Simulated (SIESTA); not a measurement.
# Br in SIESTA: the effect of strain zz

Br:

```
Br
1.0
     3.36325   -2.32255    0.00000
     3.36325    2.32255    0.00000
     0.00000    0.00000    8.35421
Br
4
Direct
  0.36510 0.63490 0.39010
  0.13490 0.86510 0.89010
  0.63490 0.36510 0.60990
  0.86510 0.13490 0.10990
```

The cell isn't the ideal one: cell strained along z.

Alike in all runs:

| Quantity | Value |
| --- | --- |
| Program | SIESTA 5.4.2 |
| Task | band structure |
| Functional | PBEsol |
| Potentials or basis | PseudoDojo 0.4 standard (PBEsol files) |
| Basis | DZP (energy shift 0.003 Ry) |
| Grid cutoff | 500 Ry |
| Energy shift | 0.003 Ry |
| k mesh | 7 × 7 × 3 |
| Occupations | fermi-dirac, width 0.05 eV |
| Spin | no spin polarisation |

Question: One run gave: gap on the mesh 1.59 eV; pressure -0.8 GPa; largest force 0.82 eV/Å. Which strain zz did it use?
A. -0.04
B. 0
C. 0.02
D. -0.02
E. 0.04

Answer: C.

```csv
strain zz,gap on the mesh (eV),pressure (GPa),largest force (eV/Å)
-0.04,1.99,2.9,2.46
-0.02,1.90,1.5,1.85
0,1.76,0.3,1.30
0.02,1.59,-0.8,0.82
0.04,1.41,-1.8,0.41
```

Caveats: the basis of atomic orbitals isn't converged, which shifts pressures, moduli and gaps.

